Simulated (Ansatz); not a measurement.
Crystal: Ta.

```xyz
2
Lattice="2.9004 0.0000 0.0000 -1.4502 2.5118 0.0000 0.0000 0.0000 5.1663" Properties=species:S:1:pos:R:3 pbc="T T T"
Ta    0.0000    1.6745    1.2916
Ta    1.4502    0.8373    3.8747
```

This isn't the form of Ta at room conditions, which is bcc.

A run of Ansatz 0.2.0 on this cell left the log below. Logs are shortened: lines on timing, memory, paths and dates and some standing lists are left out, and cuts for length are marked.

```text
Warning: RAYON_NUM_THREADS=2 ignored (pool sized by the plan → 2); use --threads N
scf.n_extra_bands = 6 over 13 filled bands (N_el = 26.0): the run solves 19 bands
Engine: ansatz 0.2.0, aarch64-unknown-linux-gnu
Pseudopotentials: kind: nc
Pseudopotential: Ta, nc, valence charge 13, recommended cutoff 462.593566181796 eV (normal), Ta.nc.azcp
Functional definition: PBE
  parameter kappa = 0.804
  parameter beta = 0.06672455060314922
  exchange = pbe_x(kappa = kappa, mu = beta*pi^2/3)
  correlation = pbe_c(beta = beta)
Crystal: 2 atoms, lattice volume = 37.637 Å³
Basis set: ecut = 462.593566181796 eV, 859 PW (Γ), exchange–correlation on 48×48×80 points (8 copies of the dense FFT grid, shifted against one another)
Bands: 19, of which v1, the nominal top of the filled ones, is band 13 counted from 1 (12 counted from 0)
Symmetry: 24 space group operations
Space group: P63/mmc (ITA 194), of the structure as read, at distance tolerance 3.4e-5 Å
k-points: 48 of 605
Non-local potential: Ta, projectors of the file, l = 0: 2, l = 1: 2, l = 2: 2, l = 3: 2
Initial density: superposition of atomic densities (chi_scale 0.1, normalization cell)
Initial wavefunctions: pseudopotential atomic-orbital guess
Functional: x = pbe(κ = 0.804, μ = 0.2195149727645171), c = pbe(β = 0.06672455060314922)
SCF iter   1: F=—  HF=-3565.007864 eV  |F-HF|=—  |Δ(HF+E_count)|=         —  Δρ=4.31e-2  dr2=7.16e-1  ethr=3.10e-3  ⟨swp⟩=5.9  Hψ=3914  notcnv=0
preconditioner: auto → Kerker (q_TF=auto, 2.565 Å⁻¹)  [metal: Δε(μ)=0.011 eV  Ē_g=5.837 eV  σ=0.050 eV  W_gap=0.05  n_scr=10 (ndim 8)  ℏωp=19.1 eV  f_vac=0.000  D(μ)=2.35/eV (n_scr^D=22)]
SCF iter   2: F=—  HF=-3564.846438 eV  |F-HF|=—  |Δ(HF+E_count)|=   1.61e-1  Δρ=2.67e-2  dr2=2.66e-1  ethr=2.75e-3  ⟨swp⟩=2.0  Hψ=1527  notcnv=0  defer=20
SCF iter   3: F=—  HF=-3564.763154 eV  |F-HF|=—  |Δ(HF+E_count)|=   8.33e-2  Δρ=2.66e-3  dr2=1.23e-3  ethr=1.02e-3  ⟨swp⟩=2.8  Hψ=1636  notcnv=0  defer=20
SCF iter   4: F=—  HF=-3564.763160 eV  |F-HF|=—  |Δ(HF+E_count)|=   6.53e-6  Δρ=4.98e-4  dr2=9.24e-5  ethr=4.73e-6  ⟨swp⟩=2.0  Hψ=1516  notcnv=0  defer=20
SCF iter   5: F=—  HF=-3564.763125 eV  |F-HF|=—  |Δ(HF+E_count)|=   3.54e-5  Δρ=7.61e-5  dr2=1.08e-6  ethr=3.55e-7  ⟨swp⟩=2.1  Hψ=1377  notcnv=0  defer=20
SCF iter   6: F=-3564.763125 eV  HF=-3564.763125 eV  |F-HF|=2.82e-10  |Δ(HF+E_count)|=   2.79e-7  Δρ=6.63e-6  dr2=1.10e-8  ethr=3.85e-10  ⟨swp⟩=7.1  Hψ=4010  notcnv=0
SCF 1 converged in 6 iterations: F = -3564.763125 eV  dr2 = 1.10e-8
NSCF: frozen V_eff on 129 k-points
SCF converged after 6 iterations
Free energy (F): -3564.763125 eV
Harris-Foulkes:  -3564.763125 eV  (|F-HF|=2.82e-10)
Internal energy: -3564.744015 eV  (E = F + TS)
E sigma→0 (E₀):  -3564.753570 eV
Entropy (-TS):   -0.019110 eV (-9.555 meV/atom)
Fermi energy:    17.817084 eV
--- Per-component energies (eV) ---
  E_band       = -239.950503
  E_kinetic    = 936.689397
  E_local      = -1171.903628  (includes V_loc(G=0)·N_el)
  E_nonlocal   = -328.521523
  E_hartree    = 442.106301
  E_xc         = -803.701478
  E_vxc        = -560.427982  (∫ρ·V_xc dr)
  E_ewald      = -2639.413084
  E_smearing   = -0.019110  (= −TS)
  E_closure    = -0.000000  (closes the sum)
  Σ components = -3564.763125   (vs F -3564.763125, Δ=0.00e0)
--- Forces (eV/Å), atoms counted from 1 ---
  atom   1  Ta    -0.00000000    -0.00000000     0.00000000
  atom   2  Ta     0.00000000     0.00000000     0.00000000
  max |Σ_I F_I| component: 6.94e-18 eV/Å
--- Stress (GPa, compression-positive) ---
       -1.356143       0.000000       0.000000
       -0.000000      -1.356143       0.000000
        0.000000       0.000000      -0.408478
  P = ⅓ Tr σ = -1.0403 GPa (-10.403 kbar)
--- Band table (eV; the first three rows and the last of 48) ---
  k-point 0: bands = ["-49.8276", "-49.7691", "-16.7439", "-15.9333", "-15.8147", "-15.8147", "-15.7332", "-15.7332", "9.6280", "12.9024", "17.2388", "17.6578", "18.4047", "18.4047", "18.9659", "18.9659", "20.7736", "20.7736", "22.9262"]
  k-point 1: bands = ["-49.8220", "-49.7747", "-16.6704", "-16.0150", "-15.8070", "-15.8070", "-15.7410", "-15.7410", "9.9693", "12.7124", "17.0671", "17.1768", "18.3674", "18.3674", "18.8312", "18.8312", "21.0976", "21.0976", "22.8688"]
  k-point 2: bands = ["-49.8073", "-49.7893", "-16.4744", "-16.2243", "-15.7866", "-15.7866", "-15.7615", "-15.7615", "10.8824", "11.9893", "16.6441", "16.7258", "18.3846", "18.3846", "18.5657", "18.5657", "21.8285", "21.8285", "22.5258"]
  k-point 47: bands = ["-49.7053", "-49.7035", "-16.6425", "-16.6199", "-16.4380", "-16.3892", "-16.0844", "-16.0626", "14.9356", "15.2757", "16.0727", "16.0853", "17.0416", "17.2660", "19.1541", "19.8321", "22.7187", "23.1235", "26.1850"]
```

Q: What input gives this log?

A: Band structure with PBE, no spin polarisation. The files as run (others can give the same):

input.yaml
```yaml
crystal:
  lattice:
    - [2.9003720726, 0.0, 0.0]
    - [-1.4501860363, 2.5117958953, 0.0]
    - [0.0, 0.0, 5.166274]
  atoms:
    - { symbol: Ta, position: [0.3333333333, 0.6666666667, 0.25] }
    - { symbol: Ta, position: [0.6666666667, 0.3333333333, 0.75] }
hamiltonian:
  xc: pbe
  pseudopotentials: { kind: nc, source: spms }
kpoints:
  mp_grid: { grid: [11, 11, 5] }
  band_path:
    path:
      - [[0.0, 0.0, 0.0], [0.5, 0.0, 0.0], [0.3333333333, 0.3333333333, 0.0], [0.0, 0.0, 0.0], [0.0, 0.0, 0.5], [0.5, 0.0, 0.5], [0.3333333333, 0.3333333333, 0.5], [0.0, 0.0, 0.5]]
      - [[0.5, 0.0, 0.5], [0.5, 0.0, 0.0]]
      - [[0.3333333333, 0.3333333333, 0.0], [0.3333333333, 0.3333333333, 0.5]]
    npoints: 14
scf:
  occupations: { method: fermi_dirac, width: 0.05 }
  n_extra_bands: 6
output:
  forces: true
  stress: true
  eigenvalues: true
  fatbands: false
```

Potentials or basis: SPMS NC.
The run is started by
```bash
$ ansatz run input.yaml --threads 2 --pin off --max-ram 5632MiB --backend cpu --events-out ev --progress --plain --runs-dir out
```

Caveat: spin-orbit coupling is left out, which moves the levels of the heavy elements.
